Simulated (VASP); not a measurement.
# KF (F-43m) in VASP: a series of runs

Runs on KF. Level: PBE. Tasks: relaxation of cell and atoms.

Program: VASP 6.6.1. These are calculated values, not measurements. Logs are shortened: lines on timing, memory, paths and dates and some standing lists are left out, and cuts for length are marked.

## 1. The crystal as given

Symmetry: F-43m, No. 216, cubic system. The conventional cell has a = 5.953 Å, b = 5.953 Å, c = 5.953 Å, α = 90.00°, β = 90.00°, γ = 90.00°. Around K (site symmetry -43m) lie 4 F at 2.58 Å. F (site symmetry -43m) is surrounded by 4 K at 2.58 Å.

The cell was built by a generator and needn't be a form met in nature.

## 2. Relaxation of cell and atoms, PBE

INCAR reads:

```
SYSTEM = KF
ALGO = Normal
EDIFF = 1E-7
EDIFFG = -0.02
ENCUT = 900
GGA = PE
IBRION = 2
ISIF = 3
ISMEAR = -1
LASPH = .TRUE.
LCHARG = .FALSE.
LREAL = .FALSE.
LWAVE = .FALSE.
NELM = 80
NSW = 60
PREC = Accurate
SIGMA = 0.05
```

KPOINTS reads:

```
k-points
0
G
  8 8 8
  0 0 0
```

POSCAR reads:

```
KF
1.0
    0.0000000000      2.9763500000      2.9763500000
    2.9763500000      0.0000000000      2.9763500000
    2.9763500000      2.9763500000      0.0000000000
K F
1 1
Direct
    0.7500000000      0.7500000000      0.7500000000
    0.5000000000      0.5000000000      0.5000000000
```

Potentials or basis: VASP PAW PBE potentials, release 54 (K_sv, F).

Run with:

```
$ cat potpaw_PBE.54/K_sv/POTCAR potpaw_PBE.54/F/POTCAR > POTCAR
$ mpirun -np 1 vasp_std > vasp.out
```

OUTCAR:

```text
SYSTEM = KF
   EDIFF = 1E-7
   EDIFFG = -0.02
   ENCUT = 900
   GGA = PE
   IBRION = 2
   ISIF = 3
   ISMEAR = -1
   LASPH = .TRUE.
   LREAL = .FALSE.
   NELM = 80
   NSW = 60
   PREC = Accurate

 ion  position               nearest neighbor table
   1  0.750  0.750  0.750-   2 2.58   2 2.58   2 2.58   2 2.58
   2  0.500  0.500  0.500-   1 2.58   1 2.58   1 2.58   1 2.58

  LATTYP: Found a face centered cubic cell.
 ALAT       =     5.9527000000

  Lattice vectors:

 A1 = (   0.0000000000,   2.9763500000,   2.9763500000)
 A2 = (   2.9763500000,   0.0000000000,   2.9763500000)
 A3 = (   2.9763500000,   2.9763500000,   0.0000000000)

Analysis of symmetry for initial positions (statically):
=====================================================================
 Subroutine PRICEL returns:
 Original cell was already a primitive cell.

 Routine SETGRP: Setting up the symmetry group for a
 face centered cubic supercell.

 Subroutine GETGRP returns: Found 24 space group operations
 (whereof 24 operations were pure point group operations)
 out of a pool of 48 trial point group operations.

The static configuration has the point symmetry T_d .

Analysis of symmetry for dynamics (positions and initial velocities):
=====================================================================
 Subroutine PRICEL returns:
 Original cell was already a primitive cell.

 Routine SETGRP: Setting up the symmetry group for a
 face centered cubic supercell.

 Subroutine GETGRP returns: Found 24 space group operations
 (whereof 24 operations were pure point group operations)
 out of a pool of 48 trial point group operations.

The dynamic configuration has the point symmetry T_d .

 Subroutine INISYM returns: Found 24 space group operations
 (whereof 24 operations are pure point group operations),
 and found     1 'primitive' translations

----------------------------------------------------------------------------------------

                                     Primitive cell

  volume of cell :      52.7329

  direct lattice vectors                    reciprocal lattice vectors
     0.000000000  2.976350000  2.976350000    -0.167990996  0.167990996  0.167990996
     2.976350000  0.000000000  2.976350000     0.167990996 -0.167990996  0.167990996
     2.976350000  2.976350000  0.000000000     0.167990996  0.167990996 -0.167990996

  length of vectors
     4.209194536  4.209194536  4.209194536     0.290968940  0.290968940  0.290968940

  position of ions in fractional coordinates (direct lattice)
     0.750000000  0.750000000  0.750000000
     0.500000000  0.500000000  0.500000000

  ion indices of the primitive-cell ions
   primitive index   ion index
                 1           1
                 2           2

----------------------------------------------------------------------------------------

 KPOINTS: k-points

Automatic generation of k-mesh.
 Grid dimensions read from file:
 generate k-points for:    8    8    8

 Generating k-lattice:

  Cartesian coordinates                     Fractional coordinates (reciprocal lattice)
    -0.020998874  0.020998874  0.020998874     0.125000000  0.000000000  0.000000000
     0.020998874 -0.020998874  0.020998874     0.000000000  0.125000000  0.000000000
     0.020998874  0.020998874 -0.020998874     0.000000000  0.000000000  0.125000000

  Length of vectors
     0.036371117  0.036371117  0.036371117

  Shift w.r.t. Gamma in fractional coordinates (k-lattice)
     0.000000000  0.000000000  0.000000000

 Subroutine IBZKPT returns following result:
 ===========================================

 Found     29 irreducible k-points:

 Following reciprocal coordinates:
            Coordinates               Weight
  0.000000  0.000000  0.000000      1.000000
  0.125000  0.000000  0.000000      8.000000
  0.250000  0.000000  0.000000      8.000000
  0.375000  0.000000  0.000000      8.000000
  0.500000  0.000000  0.000000      4.000000
  0.125000  0.125000  0.000000      6.000000
[... 16 lines left out ...]
  0.500000  0.250000  0.125000     48.000000
 -0.375000  0.250000  0.125000     24.000000
 [... further k-points ...]
   k-points           NKPTS =     29   k-points in BZ     NKDIM =     29   number of bands    NBANDS=     12
   number of dos      NEDOS =    301   number of ions     NIONS =      2
   total plane-waves  NPLWV =  74088
   dimension x,y,z NGX =    42 NGY =   42 NGZ =   42
   dimension x,y,z NGXF=    84 NGYF=   84 NGZF=   84
   ions per type =               1   1
   NGX,Y,Z   is equivalent  to a cutoff of  16.59, 16.59, 16.59 a.u.
   NGXF,Y,Z  is equivalent  to a cutoff of  33.18, 33.18, 33.18 a.u.
 SYSTEM =  KF
   PREC   = accura    normal or accurate (medium, high low for compatibility)
   ISTART =      0    job   : 0-new  1-cont  2-samecut
   ICHARG =      2    charge: 1-file 2-atom 10-const
   ISPIN  =      1    spin polarized calculation?
   LNONCOLLINEAR =      F non collinear calculations
   LSORBIT =      F    spin-orbit coupling
   LASPH  =      T    aspherical Exc in radial PAW
   ENCUT  =  900.0 eV  66.15 Ry    8.13 a.u.  10.30 10.30 10.30*2*pi/ulx,y,z
   NELM   =     80;   NELMIN=  2; NELMDL= -5     # of ELM steps
   EDIFF  = 0.1E-06   stopping-criterion for ELM
   LREAL  =      F    real-space projection
   EDIFFG = -.2E-01   stopping-criterion for IOM
   NSW    =     60    number of steps for IOM
   IBRION =      2    ionic relax: 0-MD 1-quasi-New 2-CG
   NFREE  =      1    steps in history (QN), initial steepest desc. (CG)
   ISIF   =      3    stress and relaxation
   ISYM   =      2    0-nonsym 1-usesym 2-fastsym
   POTIM  = 0.5000    time-step for ionic-motion
   TEBEG  =    0.0;   TEEND  =   0.0 temperature during run
   PSTRESS=    0.0 pullay stress
   NELECT =      16.0000    total number of electrons
   NUPDOWN=      -1.0000    fix difference up-down
   EMIN   =  10.00;   EMAX   =-10.00  energy-range for DOS
   EFERMI =   0.00;   METHOD = LEGACY
   ISMEAR =    -1;   SIGMA  =   0.05  broadening in eV -4-tet -1-fermi 0-gaus
   EFERMI_NEDOS =   21; number of points for ismear=-14 and -15
   IALGO  =     38    algorithm
   IMIX   =      4    mixing-type and parameters
     AMIX     =   0.40;   BMIX     =  1.00
     AMIX_MAG =   1.60;   BMIX_MAG =  1.00
  volume/ion in A,a.u.               =      26.37       177.93
  Fermi-wavevector in a.u.,A,eV,Ry     =   1.100071  2.078833 16.465183  1.210157
  Thomas-Fermi vector in A             =   2.236476
   LORBIT       =      0    0 simple, 1 ext, 2 COOP (PROOUT), +10 PAW based schemes
   GGA     = PE    functional components
   LHFCALC =     F    Hartree Fock is set to
   AEXX    =    0.0000 exact exchange contribution
   IVDW    =     0    specifies the selected vdW correction
   LEPSILON=     F    determine dielectric tensor
   LRPA    =     F    only Hartree local field effects (RPA)
 conjugate gradient relaxation of ions
 non-spin polarized calculation
  energy-cutoff  :      900.00
  volume of cell :       52.73
 maximum number of plane-waves:      3287
 NGX is ok and might be reduce to    42
   NGX = 21   NGY = 21   NGZ = 21

 number of electron      16.0000001 magnetization

 Free energy of the ion-electron system (eV)
  ---------------------------------------------------
  ext. energy  EPLUGINS =         0.00000000
  ---------------------------------------------------
  free energy    TOTEN  =        -8.13438628 eV

  energy without entropy =       -8.13438628  energy(sigma->0) =       -8.13438628

 E-fermi :  -2.4864     XC(G=0):  -6.8610

 val. band max:       -3.7313147328   @ k =  -0.2500   0.5000   0.2500
 cond. band min:       1.3198062341   @ k =   0.0000   0.0000   0.0000
 fundamental gap:      5.0511209669
 Fermi energy:        -2.4863908310

 k-point     1 :       0.0000    0.0000    0.0000
  band No.  band energies     occupation
      1     -30.0409      2.00000
      2     -22.2319      2.00000
      3     -13.4564      2.00000
      4     -13.4564      2.00000
      5     -13.4564      2.00000
      6      -3.9097      2.00000
      7      -3.9097      2.00000
      8      -3.9097      2.00000
      9       1.3198      0.00000
     10       7.8902      0.00000
     11       7.9568      0.00000
     12       7.9668      0.00000

 k-point     2 :       0.1250    0.0000    0.0000
  band No.  band energies     occupation
      1     -30.0361      2.00000
      2     -22.2415      2.00000
      3     -13.4705      2.00000
      4     -13.4625      2.00000
      5     -13.4625      2.00000
      6      -3.9390      2.00000
      7      -3.8975      2.00000
      8      -3.8975      2.00000
      9       1.6223      0.00000
     10       7.5511      0.00000
     11       7.5511      0.00000
     12       7.6969      0.00000

 k-point     3 :       0.2500    0.0000    0.0000
  band No.  band energies     occupation
      1     -30.0243      2.00000
      2     -22.2649      2.00000
      3     -13.5056      2.00000
      4     -13.4773      2.00000
      5     -13.4773      2.00000
      6      -3.9821      2.00000
      7      -3.8688      2.00000
      8      -3.8688      2.00000
      9       2.4063      0.00000
     10       6.9953      0.00000
     11       7.2506      0.00000
     12       7.2506      0.00000
[... 286 lines left out ...]
 k-point    23 :       0.5000    0.2500    0.1250
  band No.  band energies     occupation
      1     -30.0061      2.00000
      2     -22.3006      2.00000
      3     -13.5942      2.00000
      4     -13.5163      2.00000
      5     -13.4491      2.00000
      6      -3.9992      2.00000
      7      -3.8481      2.00000
      8      -3.8000      2.00000
      9       3.7777      0.00000
     10       5.5510      0.00000
     11       7.0631      0.00000
     12       7.4305      0.00000

 k-point    24 :      -0.3750    0.2500    0.1250
  band No.  band energies     occupation
      1     -30.0021      2.00000
      2     -22.3082      2.00000
      3     -13.6135      2.00000
      4     -13.5231      2.00000
      5     -13.4450      2.00000
      6      -3.9678      2.00000
      7      -3.8669      2.00000
      8      -3.7877      2.00000
      9       4.2329      0.00000
     10       5.2357      0.00000
     11       6.9575      0.00000
     12       7.4149      0.00000

 [... further k-points ...]
[... 5 lines left out ...]
  --------------------------------------------------------------------------------------
  -------------------------------------------------------------------------------------
  Total        0.0361635      0.0361635      0.0361635     -0.0000000      0.0000000      0.0000000
  in kB        1.0987507      1.0987507      1.0987507     -0.0000000      0.0000000      0.0000000
  external PRESSURE =       1.0987507 kB  Pullay stress =       0.0000000 kB

 VOLUME and BASIS-vectors are now :
 -----------------------------------------------------------------------------
  energy-cutoff  :      900.00
  volume of cell :       52.73
      direct lattice vectors                 reciprocal lattice vectors
     0.000000000  2.976350000  2.976350000    -0.167990996  0.167990996  0.167990996
     2.976350000  0.000000000  2.976350000     0.167990996 -0.167990996  0.167990996
     2.976350000  2.976350000  0.000000000     0.167990996  0.167990996 -0.167990996

 POSITION                                       TOTAL-FORCE (eV/Angst)
 -----------------------------------------------------------------------------------
      4.46453      4.46453      4.46453        -0.000000     -0.000000     -0.000000
      2.97635      2.97635      2.97635         0.000000      0.000000      0.000000
 -----------------------------------------------------------------------------------
    total drift:                                0.000000      0.000000      0.000000

  FREE ENERGIE OF THE ION-ELECTRON SYSTEM (eV)
  ---------------------------------------------------
  free  energy   TOTEN  =        -8.1343862833 eV

  energy  without entropy=       -8.1343862833  energy(sigma->0) =       -8.13438628

 reached required accuracy - stopping structural energy minimisation
```

It took 56 s on 1 thread of Intel Xeon Platinum 8259CL at 2.50GHz (Skylake/Cascade Lake), shared host; peak memory 0.27 GiB.

What came out:

| Property | Result |
| --- | --- |
| Free energy | -8.1344 eV |
| Pressure after relaxing | 0.1 GPa |
| Band gap on the k mesh | 5.05 eV, indirect (least direct gap 5.23 eV) |

Final structure:
```xyz
2
Lattice="0.0000 2.9764 2.9764 2.9764 0.0000 2.9764 2.9764 2.9764 0.0000" Properties=species:S:1:pos:R:3 pbc="T T T"
K     4.4645    4.4645    4.4645
F     2.9764    2.9764    2.9764
```

Levels at points of the mesh, in eV from the valence-band top:
```tsv
k point	band 4	band 5	band 6	band 7	band 8	band 9	band 10	band 11	band 12
(0.00, 0.00, 0.00)	-9.73	-9.73	-0.18	-0.18	-0.18	5.05	11.62	11.69	11.70
(0.50, 0.00, 0.00)	-9.77	-9.77	-0.26	-0.10	-0.10	7.86	9.00	10.75	10.75
(0.50, 0.50, 0.00)	-9.83	-9.75	-0.41	0.00	0.00	8.15	8.28	12.00	12.76
```

Caveat: the relaxation stopped at its first step, so nothing moved. Expect the measured gap to be larger: semilocal functionals such as PBE lack the derivative discontinuity.

## 3. Relaxation of cell and atoms, PBE

INCAR is that of step 2.

KPOINTS is that of step 2.

POSCAR is that of step 2.

Potentials or basis: VASP PAW PBE potentials, release 54 (K_pv, F).

Run with:

```
$ cat potpaw_PBE.54/K_pv/POTCAR potpaw_PBE.54/F/POTCAR > POTCAR
$ mpirun -np 1 vasp_std > vasp.out
```

Run time: 84 s. Hardware: 1 thread of Intel Xeon Platinum 8259CL at 2.50GHz (Skylake/Cascade Lake), shared host; peak memory 0.31 GiB.

The run converged. Its results:

```
Free energy                            : -8.0613 eV
Relaxed volume                         : 27.35 Å³/atom
Relaxed cell                           : a = 4.261 Å, b = 4.261 Å, c = 4.261 Å, α = 60.00°, β = 60.00°, γ = 60.00°
Space group after relaxing (to 0.05 Å) : F-43m (No. 216)
Energy gained by relaxing              : 2.4 meV/atom
Ionic steps                            : 3
Pressure after relaxing                : 0.0 GPa
Band gap on the k mesh                 : 4.94 eV, indirect (least direct gap 5.09 eV)
```

Step by step:
```csv
step,energy change (eV),largest force (eV/Å),pressure (GPa),volume (Å³)
1,0.0000,0.0000,0.82,52.73
2,-0.0038,0.0000,0.36,53.77
3,-0.0048,0.0000,-0.01,54.69
```

Final structure:
```
K F
1.0
     0.00000    3.01275    3.01275
     3.01275    0.00000    3.01275
     3.01275    3.01275    0.00000
K F
1 1
Direct
  0.75000 0.75000 0.75000
  0.50000 0.50000 0.50000
```

Levels at points of the mesh, in eV from the valence-band top:
| k point | band 4 | band 5 | band 6 | band 7 | band 8 | band 9 | band 10 | band 11 |
| --- | --- | --- | --- | --- | --- | --- | --- | --- |
| (0.00, 0.00, 0.00) | -9.83 | -0.15 | -0.15 | -0.15 | 4.94 | 11.57 | 11.57 | 11.63 |
| (0.50, 0.00, 0.00) | -9.86 | -0.25 | -0.08 | -0.08 | 7.73 | 8.81 | 10.66 | 10.66 |
| (0.50, 0.50, 0.00) | -9.85 | -0.38 | 0.00 | 0.00 | 8.04 | 8.17 | 11.80 | 12.75 |

## 4. For comparison

An earlier run on the cell as given: functional PBE; potentials or basis VASP PAW PBE potentials, release 64 (K_sv, F); cutoff 520 eV; k mesh 8 × 8 × 8; occupations fermi-dirac, width 0.05 eV; no spin polarisation.

* Pressure: 0.0 GPa
* Band gap on the k mesh: 5.05 eV, indirect (least direct gap 5.22 eV)

## 5. The runs side by side

```csv
task,potentials or basis,cell,cutoff (eV),gap on the mesh (eV),pressure (GPa)
relaxation of cell and atoms,"VASP PAW PBE potentials, release 54 (K_sv, F)",relaxed,900,5.05,0.1
relaxation of cell and atoms,"VASP PAW PBE potentials, release 54 (K_pv, F)",relaxed,900,4.94,0.0
single point,"VASP PAW PBE potentials, release 64 (K_sv, F)",as given,520,5.05,0.0
```

Alike in all rows: level PBE; no spin polarisation; k mesh 8 × 8 × 8; smearing fermi-dirac 0.05 eV.

Caveats: the relaxation stopped at its first step, so nothing moved (some runs).

Absolute energies hang on the potentials; compare differences alone.
